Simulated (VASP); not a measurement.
Write the native input for VASP 6.6.1 that does the following.

```
Task                   : relaxation of cell and atoms
Functional             : PBE
Dispersion             : D3(BJ)
Potentials or basis    : VASP PAW PBE potentials, release 64 (Si, Ni)
Cutoff                 : 600 eV
k mesh                 : 14 × 14 × 14
Occupations            : gaussian, width 0.1 eV
Spin                   : collinear spin, ferromagnetic start
Starting moments       : [0.0, 0.0, 1.0] μB
Further INCAR settings : ALGO = Fast; EDIFF = 1e-07; IBRION = 2; EDIFFG = -0.005; NSW = 90; ISIF = 3
```

The structure of Si2Ni lies in POSCAR:

```
Si2Ni
1.0
    0.0000000000      2.6931550400      2.6931550400
    2.6931550400      0.0000000000      2.6931550400
    2.6931550400      2.6931550400      0.0000000000
Si Ni
2 1
Direct
    0.2500000000      0.2500000000      0.2500000000
    0.7500000000      0.7500000000      0.7500000000
    0.0000000000      0.0000000000      0.0000000000
```

The cell comes from a database or a generator and needn't be the stable form of this composition.

These files were run (other wordings do the same):

INCAR

```
ALGO = Fast
EDIFF = 1E-7
EDIFFG = -0.005
ENCUT = 600
GGA = PE
IBRION = 2
ISIF = 3
ISMEAR = 0
ISPIN = 2
IVDW = 12
LASPH = T
LCHARG = F
LMAXMIX = 4
LORBIT = 11
LREAL = F
LWAVE = F
MAGMOM = 0 0 1
NELM = 100
NSW = 90
PREC = Accurate
SIGMA = 0.1
```

KPOINTS

```
k-points
0
Gamma
  14 14 14
```

Potentials or basis: VASP PAW PBE potentials, release 64 (Si, Ni).

Launch:

```sh
$ cat potpaw_PBE.64/Si/POTCAR potpaw_PBE.64/Ni/POTCAR > POTCAR
$ mpirun -np 1 vasp_std > vasp.out
```

It gave:

```yaml
Relaxed_volume: 12.98 Å³/atom
Relaxed_cell: a = 3.805 Å, b = 3.805 Å, c = 3.805 Å, α = 60.00°, β = 60.00°, γ = 60.00°
Space_group_after_relaxing_to_0.05_Å: Fm-3m (No. 225)
Energy_gained_by_relaxing: 0.1 meV/atom
Ionic_steps: 3
Pressure_after_relaxing: 0.1 GPa
Band_gap_on_the_k_mesh: none (metal or under the smearing width)
Net_moment: 0.00 μB per cell
Valence_electrons_inside_the_program's_atomic_spheres: Si 1.59; Ni 9.85
Dispersion_energy_per_atom: -0.452 eV
```

Caveat: pairwise dispersion overbinds metals, which lowers pressure and volume.

Run time: 5.8 min on 1 thread of Intel(R) Xeon(R) Platinum 8488C (Sapphire Rapids), with other jobs on the host, peak memory 0.28 GiB.
